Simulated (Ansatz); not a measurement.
# Sn: the cost of one run

Program: Ansatz 0.2.0. Level of theory: DFT PBE, scalar-relativistic, plane waves, PAW. These are calculated values, not measurements.

### 1 The system as given

Symmetry: Fd-3m, No. 227, cubic system. Conventional cell: a = 6.491 Å, b = 6.491 Å, c = 6.491 Å, α = 90.00°, β = 90.00°, γ = 90.00°. Around Sn (site symmetry -43m) lie 4 Sn at 2.81 Å.

Structure file:

```
Sn
1.0
     0.00000    3.24560    3.24560
     3.24560    0.00000    3.24560
     3.24560    3.24560    0.00000
Sn
2
Direct
  0.50000 0.50000 0.50000
  0.75000 0.75000 0.75000
```

No relaxation comes first: the listed cell is the starting point.

### 2 Zero of energy

Reference values: F = -12048.3764 eV; pressure 3.21 GPa; largest force 0.000 eV/Å; gap on the mesh none (metal). It was computed beforehand with the settings of the runs below.

### 3 Setting up an energy map of one atom

Atom 1 (Sn) is moved by p along (1.000, 0.000, 0.000) and q along (0.000, 0.000, 1.000) (Å), all else fixed; its images in the other cells move with it. Points alike by symmetry are run once.

### 4 At p = -0.300, q = -0.300

input.yaml reads:

```yaml
crystal:
  lattice:
    - [0.0, 3.2456, 3.2456]
    - [3.2456, 0.0, 3.2456]
    - [3.2456, 3.2456, 0.0]
  atoms:
    - { symbol: Sn, position: [0.5, 0.4075671679, 0.5] }
    - { symbol: Sn, position: [0.75, 0.75, 0.75] }
basis:
  ecutwfc: 420
kpoints:
  mp_grid: { grid: [12, 12, 12] }
hamiltonian:
  xc: pbe
scf:
  occupations: { method: gaussian, width: 0.15 }
output:
  forces: true
  stress: true
  eigenvalues: true
```

Run with:

```console
> ansatz run input.yaml --threads 1 --pin off --max-ram 2560MiB --backend cpu --events-out ev --progress --plain --runs-dir out
```

Q: Estimate wall time and peak memory on 1 thread of Intel Xeon 6975P-C (Granite Rapids), shared host.

About 15 s, with a peak of 0.71 GiB.
